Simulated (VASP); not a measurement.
# CdTe: band structure with TB-mBJ

Crystal: CdTe.

```
Te Cd
1.0
     0.00000    3.20500    3.20500
     3.20500    0.00000    3.20500
     3.20500    3.20500    0.00000
Te Cd
1 1
Direct
  0.75000 0.75000 0.75000
  0.00000 0.00000 0.00000
```

- Program: VASP 6.6.1
- Task: band structure
- Functional: TB-mBJ
- Potentials or basis: VASP PAW PBE potentials, release 64 (Te, Cd)
- Cutoff: 520 eV
- k mesh: 6 × 6 × 6
- Occupations: gaussian, width 0.02 eV
- Spin: spin-orbit coupling, no magnetisation
- Ladder: gaps
- Further INCAR settings: ALGO = Normal; EDIFF = 1e-06

```yaml
Valence_electrons_inside_the_program's_atomic_spheres: Te 3.56; Cd 10.24
```

Wall time 3.1 min on 2 MPI ranks on Intel(R) Xeon(R) 6975P-C (Granite Rapids), on a shared host, peak memory 0.46 GiB a rank.
